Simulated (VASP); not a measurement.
# Si (C2/m) in VASP: further runs

One crystal, Si, is run at these levels: LDA; tasks: single point.

Program: VASP 6.6.1. These are calculated values, not measurements. Logs are shortened: lines on timing, memory, paths and dates and some standing lists are left out, and cuts for length are marked.

### 1 The cell of the first run

Symmetry: C2/m, No. 12, monoclinic system. The conventional cell has a = 6.616 Å, b = 3.820 Å, c = 3.820 Å, α = 90.00°, β = 125.26°, γ = 90.00°. Si (site symmetry m) has 4 Si at 2.28 to 2.39 Å as nearest neighbours.

### 2 Single point, LDA (mode 4 frozen in at -0.024 Å and mode 5 at -0.024 Å (largest displacements))

Input file INCAR:

```
SYSTEM = Si
PREC = Accurate
ENCUT = 520
EDIFF = 1E-7
ISMEAR = 0
SIGMA = 0.05
LREAL = .False.
LASPH = .True.
NELM = 100
ALGO = Fast
ISIF = 2
LWAVE = .False.
LCHARG = .False.
GGA = CA
NBANDS = 11
```

Input file KPOINTS:

```
regular mesh
0
Gamma
  12 12 12
  0 0 0
```

Input file POSCAR:

```
Si
1.0
    0.0000000000      2.7009735863      2.7009735863
    2.7009735863      0.0000000000      2.7009735863
    2.7009735863      2.7009735863      0.0000000000
Si
2
Direct
    0.5000000000      0.5000000000      0.4911143152
    0.7500000000      0.7500000000      0.7588856848
```

Potentials or basis: VASP PAW LDA potentials, release 64 (Si).

Command:

```sh
cat potpaw_LDA.64/Si/POTCAR > POTCAR
mpirun -np 1 vasp_std > vasp.out
```

OUTCAR:

```text
SYSTEM = Si
   PREC = Accurate
   ENCUT = 520
   EDIFF = 1E-7
   ISMEAR = 0
   LREAL = .False.
   LASPH = .True.
   NELM = 100
   ISIF = 2
   GGA = CA

 ion  position               nearest neighbor table
   1  0.500  0.500  0.491-   2 2.28   2 2.34   2 2.34   2 2.39
   2  0.750  0.750  0.759-   1 2.28   1 2.34   1 2.34   1 2.39

  LATTYP: Found a face centered cubic cell.
 ALAT       =     5.4019471726

  Lattice vectors:

 A1 = (   0.0000000000,   2.7009735863,   2.7009735863)
 A2 = (   2.7009735863,   0.0000000000,   2.7009735863)
 A3 = (   2.7009735863,   2.7009735863,   0.0000000000)

Analysis of symmetry for initial positions (statically):
=====================================================================
 Subroutine PRICEL returns:
 Original cell was already a primitive cell.

 Routine SETGRP: Setting up the symmetry group for a
 face centered cubic supercell.

 Subroutine GETGRP returns: Found  4 space group operations
 (whereof  2 operations were pure point group operations)
 out of a pool of 48 trial point group operations.

The static configuration has the point symmetry C_1h.
 The point group associated with its full space group is C_2h.

Analysis of symmetry for dynamics (positions and initial velocities):
=====================================================================
 Subroutine PRICEL returns:
 Original cell was already a primitive cell.

 Routine SETGRP: Setting up the symmetry group for a
 face centered cubic supercell.

 Subroutine GETGRP returns: Found  4 space group operations
 (whereof  2 operations were pure point group operations)
 out of a pool of 48 trial point group operations.

The dynamic configuration has the point symmetry C_1h.
 The point group associated with its full space group is C_2h.

 Subroutine INISYM returns: Found  4 space group operations
 (whereof  2 operations are pure point group operations),
 and found     1 'primitive' translations

----------------------------------------------------------------------------------------

                                     Primitive cell

  volume of cell :      39.4086

  direct lattice vectors                    reciprocal lattice vectors
     0.000000000  2.700973586  2.700973586    -0.185118434  0.185118434  0.185118434
     2.700973586  0.000000000  2.700973586     0.185118434 -0.185118434  0.185118434
     2.700973586  2.700973586  0.000000000     0.185118434  0.185118434 -0.185118434

  length of vectors
     3.819753477  3.819753477  3.819753477     0.320634533  0.320634533  0.320634533

  position of ions in fractional coordinates (direct lattice)
     0.500000000  0.500000000  0.491114315
     0.750000000  0.750000000  0.758885685

  ion indices of the primitive-cell ions
   primitive index   ion index
                 1           1
                 2           2

----------------------------------------------------------------------------------------

 KPOINTS: regular mesh

Automatic generation of k-mesh.
 Grid dimensions read from file:
 generate k-points for:   12   12   12

 Generating k-lattice:

  Cartesian coordinates                     Fractional coordinates (reciprocal lattice)
    -0.015426536  0.015426536  0.015426536     0.083333333  0.000000000  0.000000000
     0.015426536 -0.015426536  0.015426536     0.000000000  0.083333333  0.000000000
     0.015426536  0.015426536 -0.015426536     0.000000000  0.000000000  0.083333333

  Length of vectors
     0.026719544  0.026719544  0.026719544

  Shift w.r.t. Gamma in fractional coordinates (k-lattice)
     0.000000000  0.000000000  0.000000000

 Subroutine IBZKPT returns following result:
 ===========================================

 Found    476 irreducible k-points:

 Following reciprocal coordinates:
            Coordinates               Weight
  0.000000  0.000000  0.000000      1.000000
  0.083333  0.000000  0.000000      4.000000
  0.000000  0.000000  0.083333      2.000000
  0.083333  0.083333  0.083333      2.000000
  0.166667  0.000000  0.000000      4.000000
  0.000000  0.000000  0.166667      2.000000
[... 16 lines left out ...]
  0.000000  0.166667  0.083333      4.000000
  0.083333  0.000000  0.166667      4.000000
 [... further k-points ...]
   k-points           NKPTS =    476   k-points in BZ     NKDIM =    476   number of bands    NBANDS=     11
   number of dos      NEDOS =    301   number of ions     NIONS =      2
   total plane-waves  NPLWV =  21952
   dimension x,y,z NGX =    28 NGY =   28 NGZ =   28
   dimension x,y,z NGXF=    56 NGYF=   56 NGZF=   56
   ions per type =               2
   NGX,Y,Z   is equivalent  to a cutoff of  12.19, 12.19, 12.19 a.u.
   NGXF,Y,Z  is equivalent  to a cutoff of  24.37, 24.37, 24.37 a.u.
 SYSTEM =  Si
   PREC   = accura    normal or accurate (medium, high low for compatibility)
   ISTART =      0    job   : 0-new  1-cont  2-samecut
   ICHARG =      2    charge: 1-file 2-atom 10-const
   ISPIN  =      1    spin polarized calculation?
   LNONCOLLINEAR =      F non collinear calculations
   LSORBIT =      F    spin-orbit coupling
   LASPH  =      T    aspherical Exc in radial PAW
   ENCUT  =  520.0 eV  38.22 Ry    6.18 a.u.   7.10  7.10  7.10*2*pi/ulx,y,z
   NELM   =    100;   NELMIN=  2; NELMDL= -5     # of ELM steps
   EDIFF  = 0.1E-06   stopping-criterion for ELM
   LREAL  =      F    real-space projection
   EDIFFG = 0.1E-05   stopping-criterion for IOM
   NSW    =      0    number of steps for IOM
   IBRION =     -1    ionic relax: 0-MD 1-quasi-New 2-CG
   NFREE  =      0    steps in history (QN), initial steepest desc. (CG)
   ISIF   =      2    stress and relaxation
   ISYM   =      2    0-nonsym 1-usesym 2-fastsym
   POTIM  = 0.5000    time-step for ionic-motion
   TEBEG  =    0.0;   TEEND  =   0.0 temperature during run
   PSTRESS=    0.0 pullay stress
   NELECT =       8.0000    total number of electrons
   NUPDOWN=      -1.0000    fix difference up-down
   EMIN   =  10.00;   EMAX   =-10.00  energy-range for DOS
   EFERMI =   0.00;   METHOD = LEGACY
   ISMEAR =     0;   SIGMA  =   0.05  broadening in eV -4-tet -1-fermi 0-gaus
   EFERMI_NEDOS =   21; number of points for ismear=-14 and -15
   IALGO  =     68    algorithm
   IMIX   =      4    mixing-type and parameters
     AMIX     =   0.40;   BMIX     =  1.00
     AMIX_MAG =   1.60;   BMIX_MAG =  1.00
  volume/ion in A,a.u.               =      19.70       132.97
  Fermi-wavevector in a.u.,A,eV,Ry     =   0.962146  1.818193 12.595263  0.925726
  Thomas-Fermi vector in A             =   2.091580
   LORBIT       =      0    0 simple, 1 ext, 2 COOP (PROOUT), +10 PAW based schemes
   GGA     = CA    functional components
   LHFCALC =     F    Hartree Fock is set to
   AEXX    =    0.0000 exact exchange contribution
   IVDW    =     0    specifies the selected vdW correction
   LEPSILON=     F    determine dielectric tensor
   LRPA    =     F    only Hartree local field effects (RPA)
 non-spin polarized calculation
 RMM-DIIS sequential band-by-band and
 Gauss-broadening in eV      SIGMA  =   0.05
  energy-cutoff  :      520.00
  volume of cell :       39.41
 maximum number of plane-waves:      1074
   NGX = 15   NGY = 15   NGZ = 15

 number of electron       8.0000000 magnetization

 Free energy of the ion-electron system (eV)
  ---------------------------------------------------
  ext. energy  EPLUGINS =         0.00000000
  ---------------------------------------------------
  free energy    TOTEN  =       -11.88843935 eV

  energy without entropy =      -11.88840633  energy(sigma->0) =      -11.88842284

 E-fermi :   6.2903     XC(G=0):  -9.6661

 val. band max:        6.2645332744   @ k =   0.0000   0.0000   0.0000
 cond. band min:       6.3486517241   @ k =   0.0000   0.4167   0.4167
 fundamental gap:      0.0841184498
 Fermi energy:         6.2903020067

 k-point     1 :       0.0000    0.0000    0.0000
  band No.  band energies     occupation
      1      -6.1384      2.00000
      2       5.6093      2.00000
      3       5.9381      2.00000
      4       6.2645      1.53391
      5       8.2700      0.00000
      6       8.4450      0.00000
      7       8.6555      0.00000
      8       9.3189      0.00000
      9      13.6648      0.00000
     10      13.6686      0.00000
     11      13.6835      0.00000

 k-point     2 :       0.0833    0.0000    0.0000
  band No.  band energies     occupation
      1      -6.0462      2.00000
      2       5.0214      2.00000
      3       5.5671      2.00000
      4       6.0542      2.00000
      5       8.4349      0.00000
      6       8.5686      0.00000
      7       8.8460      0.00000
      8       9.9778      0.00000
      9      13.3819      0.00000
     10      13.3844      0.00000
     11      14.0758      0.00000

 k-point     3 :       0.0000    0.0000    0.0833
  band No.  band energies     occupation
      1      -6.0449      2.00000
      2       4.8251      2.00000
      3       5.7790      2.00000
      4       6.0694      2.00000
      5       8.5090      0.00000
      6       8.6623      0.00000
      7       8.6904      0.00000
      8       9.9458      0.00000
      9      13.3492      0.00000
     10      13.3671      0.00000
     11      14.0658      0.00000
[... 267 lines left out ...]
 k-point    23 :       0.0000    0.1667    0.0833
  band No.  band energies     occupation
      1      -5.8029      2.00000
      2       4.0407      2.00000
      3       5.0417      2.00000
      4       5.3193      2.00000
      5       8.1760      0.00000
      6       9.2313      0.00000
      7       9.5121      0.00000
      8      10.8194      0.00000
      9      12.5514      0.00000
     10      13.7675      0.00000
     11      14.9690      0.00000

 k-point    24 :       0.0833    0.0000    0.1667
  band No.  band energies     occupation
      1      -5.7988      2.00000
      2       3.8167      2.00000
      3       5.2148      2.00000
      4       5.4160      2.00000
      5       8.1869      0.00000
      6       9.1927      0.00000
      7       9.5829      0.00000
      8      10.8058      0.00000
      9      12.4816      0.00000
     10      13.6795      0.00000
     11      14.9464      0.00000

 [... further k-points ...]

------------------------ aborting loop because EDIFF is reached ----------------------------------------

  FORCE on cell =-STRESS in cart. coord.  units (eV):
  Direction    XX          YY          ZZ          XY          YZ          ZX
  --------------------------------------------------------------------------------------
  -------------------------------------------------------------------------------------
  Total        0.0390943      0.0390943      0.0784875      0.0498640     -0.4812822     -0.4812822
  in kB        1.5893986      1.5893986      3.1909494      2.0272473    -19.5667808    -19.5667809
  external PRESSURE =       2.1232489 kB  Pullay stress =       0.0000000 kB

 VOLUME and BASIS-vectors are now :
 -----------------------------------------------------------------------------
  energy-cutoff  :      520.00
  volume of cell :       39.41
      direct lattice vectors                 reciprocal lattice vectors
     0.000000000  2.700973586  2.700973586    -0.185118434  0.185118434  0.185118434
     2.700973586  0.000000000  2.700973586     0.185118434 -0.185118434  0.185118434
     2.700973586  2.700973586  0.000000000     0.185118434  0.185118434 -0.185118434

 POSITION                                       TOTAL-FORCE (eV/Angst)
 -----------------------------------------------------------------------------------
      2.67697      2.67697      2.70097         0.651470      0.651470     -0.084800
      4.07546      4.07546      4.05146        -0.651470     -0.651470      0.084800
 -----------------------------------------------------------------------------------
    total drift:                               -0.000000     -0.000000     -0.000000

  FREE ENERGIE OF THE ION-ELECTRON SYSTEM (eV)
  ---------------------------------------------------
  free  energy   TOTEN  =       -11.8884393475 eV

  energy  without entropy=      -11.8884063252  energy(sigma->0) =      -11.88842284
```

Wall time 2.1 min (1 thread of Intel Xeon Platinum 8488C (Sapphire Rapids), shared host); peak memory 0.26 GiB.

Results:

```
Free energy            : -11.8884 eV
Pressure               : 0.2 GPa
Largest force          : 0.925 eV/Å
Band gap on the k mesh : 0.08 eV, indirect (least direct gap 2.01 eV)
```

Forces on the atoms (eV/Å):
```
Si   0.651  0.651 -0.085
Si  -0.651 -0.651  0.085
```

### 3 Single point, LDA (mode 4 frozen in at -0.060 Å and mode 5 at -0.012 Å (largest displacements))

Edit INCAR of step 2 so:

```diff
@@ -3,3 +3,3 @@
 ENCUT = 520
-EDIFF = 1E-7
+EDIFF = 1E-6
 ISMEAR = 0
```

Input file KPOINTS:

```
Automatic mesh
0
Gamma
  12 12 12
  0 0 0
```

Input file POSCAR:

```
Si
1.0
    0.0000000000      2.7009735863      2.7009735863
    2.7009735863      0.0000000000      2.7009735863
    2.7009735863      2.7009735863      0.0000000000
Si
2
Direct
    0.5088856848      0.4911143152      0.4866714728
    0.7411143152      0.7588856848      0.7633285272
```

Potentials or basis: VASP PAW LDA potentials, release 64 (Si).

Command:

```sh
cat potpaw_LDA.64/Si/POTCAR > POTCAR
mpirun -np 1 vasp_std > vasp.out
```

Run time: 3.3 min. Hardware: 1 thread of Intel Xeon Platinum 8488C (Sapphire Rapids), shared host; peak memory 0.36 GiB.

It converged, with:

- Free energy: -11.8193 eV
- Pressure: 0.6 GPa
- Largest force: 1.611 eV/Å
- Band gap on the k mesh: none (metal or under the smearing width)

Forces on the atoms (eV/Å):
```
Si   1.574  0.327 -0.108
Si  -1.574 -0.327  0.108
```

Stress tensor (GPa, compression positive):
```
-0.13  0.25 -0.99
 0.25  0.89 -5.05
-0.99 -5.05  0.93
```

Levels at points of the mesh, in eV from the Fermi level:
```tsv
k point	band 2	band 3	band 4	band 5	band 6	band 7
(0.00, 0.00, 0.00)	-0.95	-0.33	0.22	1.81	2.11	2.50
(0.50, 0.00, 0.00)	-7.21	-1.98	-1.26	1.04	2.43	3.21
(0.00, 0.50, 0.00)	-7.66	-1.83	-1.20	1.15	2.59	3.40
(0.00, 0.00, 0.50)	-7.78	-1.75	-1.24	1.19	2.71	3.37
(0.50, 0.50, 0.50)	-7.11	-1.95	-1.35	1.02	2.46	3.11
(0.50, 0.50, 0.00)	-8.25	-3.25	-3.22	0.17	0.19	9.78
(0.00, 0.50, 0.50)	-7.86	-3.48	-3.08	-0.08	0.48	9.65
(0.50, 0.00, 0.50)	-8.19	-3.28	-3.20	0.13	0.24	9.77
```

Caveat: forces of over 1 eV/Å show positions far from the minimum, so gaps and moduli don't describe the material at rest.
